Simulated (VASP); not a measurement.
HfC:

```xyz
2
Lattice="0.0000 2.3250 2.3250 2.3250 0.0000 2.3250 2.3250 2.3250 0.0000" Properties=species:S:1:pos:R:3 pbc="T T T"
Hf    2.3250    2.3250    2.3250
C     0.0000    0.0000    0.0000
```

Base run:

| Quantity | Value |
| --- | --- |
| Program | VASP 6.6.1 |
| Functional | r2SCAN |
| Potentials or basis | VASP PAW PBE potentials, release 64 (Hf_pv, C) |
| Cutoff | 520 eV |
| k mesh | 7 × 7 × 7 |
| Occupations | fermi-dirac, width 0.05 eV |
| Spin | spin-orbit coupling, no magnetisation |

Its results: pressure -2.6 GPa.

Problem. The run is repeated on the same cell with these changes: functional from r2SCAN to SCAN; further incar settings from ALGO = Normal; EDIFF = 1e-07 to ALGO = Normal; EDIFF = 1e-06. What comes out?

Solution. Pressure -6.0 GPa.

Caveats: the PAW data sets were made with another functional, which shifts forces and pressure a little.
